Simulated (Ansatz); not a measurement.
Phase order of Nb (with spin–orbit coupling)

Structure types of Nb are relaxed in primitive cells with their symmetry kept at 0 GPa, first on PAW files, then by LAPW. The enthalpy is E + pV at zero temperature, without zero-point motion. Only the types listed were tried, and differences under about 5 meV/atom are mesh noise.

Level of theory: DFT with PBE, with spin–orbit coupling, in Ansatz 0.2.0; Fermi–Dirac smearing of 0.05 eV, no spin polarisation. LAPW: all electrons, basis error target 0.5 meV/atom; PAW: frozen-core files, cutoff 420 eV.

k meshes: fcc 17×17×17, bcc 17×17×17, hcp 16×16×9.

```csv
start type,ends as,"a, b, c (Å)",V (Å³/atom),"H − H(lowest), LAPW (meV/atom)"
fcc,"fcc, Fm-3m","4.219, 4.219, 4.219",18.77,?
bcc,"bcc, Im-3m","3.310, 3.310, 3.310",18.13,0.0
hcp,"hcp, P6_3/mmc","2.869, 2.869, 5.238",18.67,?
```

Task: Fill in "H − H(lowest), LAPW (meV/atom)" for the row "fcc".

Result: 322.0.

Task: Give the missing entry: row "hcp", column "H − H(lowest), LAPW (meV/atom)".

Result: 292.6.
